Pulling cubic boron nitride apart across a (111) plane is hardest after about half an ångström, when only a quarter of the total energy has been spent and the crystal is still an insulator. From there on the pull weakens while the energy goes on rising, until the two faces hardly notice each other beyond 3 Å. Peak force, energy bill and loss of the gap thus belong to three different stages of the opening.

Rigid, unrelaxed opening of zincblende BN (a = 3.610 Å) across a (111) plane, with one cut per 12-atom cell of six BN layers. Calculated with Ansatz 0.2.0 (plane-wave PAW, scalar-relativistic), r2SCAN, no spin polarisation, 500 eV cutoff, 10×10×2 k mesh and 0.05 eV Gaussian smearing. Separation energies are free energies per area of cut, relative to the undisturbed crystal.

| opening (Å) | separation energy (mJ/m²) | traction (GPa (slope of the separation energy)) | gap on mesh (eV) |
| --- | --- | --- | --- |
| -0.3 | 4840 | -421.5 | 4.469 |
| -0.15 | 900 | -137.1 | 4.843 |
| 0 | 0 | -0.03 | 5.003 |
| 0.25 | 1290 | 84.27 | 4.513 |
| 0.5 | 3660 | 99.32 | 3.483 |
| 0.75 | 6080 | 92.3 | 2.378 |
| 1 | 8220 | 78.7 | 1.444 |
| 1.5 | 11430 | 50.39 | 0.283 |
| 2 | 13350 | 27.99 | 0.000 |
| 3 | 14860 | 6.18 | 0.000 |
| 4.5 | 15150 | 0.44 | 0.000 |
| 6 | 15190 | 0.14 | 0.000 |

**What is being pulled**

The cut runs through one B–N bond for each surface cell and leaves a face of nitrogen atoms opposite a face of boron atoms. The atoms on each side are held rigid, so the opening lengthens the cut bonds and no others. The undisturbed crystal is cubic, with space group F-43m; opening or closing the cut leaves a lower, trigonal symmetry. The separation energy is the cost per area relative to the undisturbed crystal. The traction is its slope, the pull per area needed to hold the faces at that opening; a negative value means that they must be pushed together.

**Why there must be a peak**

Two limits fix the shape. At zero opening attraction and repulsion balance, so the traction vanishes, and a small opening is resisted as by a spring. At large opening the orbitals on the two faces no longer overlap, and the pull of the bond is gone. Faces that kept their full charge would still attract each other, but much of that charge is expected to cancel once the gap has closed, so the traction dies away as well. Between two zeros a positive pull must pass through a maximum.

A molecule with a single electron-pair bond behaves in the same way when its two atoms are drawn apart. Stretching first upsets the balance, because the short-range repulsion fades faster than the attraction, and the net pull grows. Later the attraction itself fades with the overlap, and the pull declines. The likeness ends where charge comes in: the attraction between two opposite ions falls with distance, while that between wide, evenly charged sheets hardly does.

The largest sampled traction, 99 GPa, falls at an opening of 0.5 Å, where the cut bond has grown from 1.56 to 2.06 Å. Of the sampled openings, this is the one where the energy climbs most steeply. It is not the moment of separation. Three quarters of the energy is still to be paid there, against a weakening pull that acts over a longer distance.

**Why closing is so much harder**

The rows with negative opening show the other side of the balance. Pushing the faces together by 0.3 Å takes a stress about four times as large as the strongest pull on the opening side. The electron clouds of the facing atoms are forced into the same space, and the Pauli repulsion between them rises steeply as the bond shortens. The energy curve is therefore a lopsided well, steep towards closing and soft towards opening.

**A worked estimate of the peak**

The stiffness at the start and the total energy at the end are enough to guess the peak. The universal binding curve joins these two limits with a single length l:

E(x) = W [1 − (1 + x/l) exp(−x/l)]

Here x is the opening, E the separation energy and W its final value. The slope of this curve is (W x/l²) exp(−x/l). Near zero it is that of a spring with stiffness k = W/l², which gives l = √(W/k). The slope is largest at x = l, where it equals W/(e l), with e = 2.718.

The last row gives W = 15190 mJ/m², or 151.9 GPa Å, since 100 mJ/m² equals 1 GPa Å. For a spring, k is twice the energy divided by the square of the displacement. The two rows next to zero give 800 GPa/Å on closing and 413 GPa/Å on opening. They differ because the well is lopsided, and linear interpolation to zero opening gives k = 655 GPa/Å.

The length and the peak follow:

l = √(151.9/655) = 0.48 Å

peak traction = 151.9/(2.718 × 0.48) ≈ 116 GPa

The position agrees with the table within its spacing of 0.25 Å. The height is 17 % above the largest sampled traction. Of the rows around the peak, only the energy at 0.25 Å entered the estimate, so this is a partly independent trial of the curve, on one crystal plane only.

The curve fails most clearly at middle distances. At 1 Å it lies above the computed energy by 7 % of the final value. The real cut softens sooner than the curve and then goes on pulling further out, which a single length can't describe. Attraction between the unlike faces may stretch the tail in this way, but that is a guess, as no charges on the faces are available to test it.

The same formula can be written as peak traction = √(W k)/e, which is the useful form for a neighbouring case. A stiffer bond with the same total energy should peak earlier and higher. A costlier separation with the same stiffness should peak later and higher. Because of the square root, an error of a tenth in W shifts the estimated peak by only about a twentieth.

**What happens to the gap**

The gap on mesh is still 3.5 eV at the traction peak and closes only between 1.5 and 2 Å. By then 75 to 88 % of the energy has been paid. The crystal thus passes its point of greatest resistance well before the gap closes, and the closure cannot be what causes the peak.

Theory offers two causes for the closure, which act together. In the intact bond, overlap pushes the filled bonding level down and the empty antibonding level up. As overlap fades, both drift back towards the levels of a broken bond, filled on nitrogen and empty on boron, which are expected inside the original gap or near its edges.

The second cause is charge. Nitrogen brings 5/4 of an electron to each bond and boron 3/4, so a nitrogen face that keeps both electrons is negatively charged and the boron face positively. As the cut widens, the field of these charges reaches more strongly into the crystal, raising the filled levels on nitrogen and lowering the empty ones on boron until they meet. Electrons are then expected to move from the nitrogen face to the boron face and cancel much of the charge. The potential across the slab, which would test this, was not recorded. Since it builds up over the thickness of the slab, a thicker one should lose its gap at a smaller opening. The functional also tends to make gaps too small, so the true closure may come at a wider opening.

The gap also shrinks when the faces are pushed together, by 0.5 eV at the strongest closing, although the bonds across the cut are shorter there. A possible reason, not tested here, is symmetry. In the undisturbed crystal several states share the top of the filled bands, and a distortion along one direction splits them, so that at least one of them rises above their mean whether the cut is opened or closed. The mesh may miss the true band edges, so the size of this loss is less certain than its direction.

**The slow end of the tail**

Between 2 and 3 Å the traction drops by a factor of 4.5. Between 4.5 and 6 Å, a longer step, it drops only by a factor of 3, and the energy still creeps up by 40 mJ/m². That is about 0.3 % of the total, too little to matter for W. It could be a remnant of the electrostatic pull between the faces and their periodic images, but the data do not settle it.

**What to do with the numbers**

Read 99 GPa as the resistance of one perfect plane opened rigidly. It is no design strength: a real piece fails at flaws, where stress concentrates and bonds break one after another. For a better peak value, add points between 0.25 and 0.75 Å. For the energy, continue beyond 3 Å: a scan that stops there still misses 2 % of it, and one that stops at 2 Å misses 12 %.

Treat the final energy as the cost of this particular cut, 5.35 eV for each broken bond. It covers a nitrogen face and a boron face together, and halving it need not give the surface energy of either. A thicker slab may shift the value somewhat, because part of the field of the charged faces is expected to remain in this thin one. The atoms were not allowed to rearrange, which would lower the energy of the separated faces.

Before using the energy of the open crystal, repeat the rows from 2 Å outwards with spin polarisation. A molecule pulled apart without it can end too high in energy, because its electrons are not free to settle singly on the two sides. The broken bonds here may suffer from the same restriction, and how much they would gain is not known from these runs.

The printed output after this text gives the universal curve row by row beside the computed energies.

The analysis program printed:

```
Course of the opening:
    row  cut bond in A  share of final energy in %  universal curve in mJ/m2  curve less computed in % of final energy
   -0.3          1.263                       31.86                      4510                                     -2.17
  -0.15          1.413                       5.925                       909                                   0.05953
    0.0          1.563                           0                         0                                         0
   0.25          1.813                       8.492                      1459                                     1.111
    0.5          2.063                       24.09                      4227                                     3.731
   0.75          2.313                       40.03                      7004                                     6.086
    1.0          2.563                       54.11                      9330                                     7.309
    1.5          3.063                       75.25                     12415                                     6.482
    2.0          3.563                       87.89                     13959                                     4.011
    3.0          4.563                       97.83                     14973                                     0.747
    4.5          6.063                       99.74                     15176                                    0.1728
    6.0          7.563                         100                     15189                                 -0.005233
Final separation energy per cut bond in eV: 5.349
Stiffness from the energy of the smallest closing in GPa/A: 800
Stiffness from the energy of the smallest opening in GPa/A: 412.8
Stiffness interpolated to zero opening in GPa/A: 654.8
Universal curve, opening at peak traction in A: 0.4816
Universal curve, peak traction in GPa: 116
Universal curve peak over largest sampled traction: 1.168
Size of traction at the strongest closing over largest sampled traction: 4.244
Gap lost from zero opening to the traction peak in eV: 1.52
Gap lost from zero opening to the strongest closing in eV: 0.534
Energy still to be paid after 2 A in mJ/m2: 1840
Energy rise from 4.5 to 6 A in mJ/m2: 40
Traction at 2 A over traction at 3 A: 4.529
Traction at 4.5 A over traction at 6 A: 3.143
Lowering of the last row by smearing in mJ/m2: 24.21
```
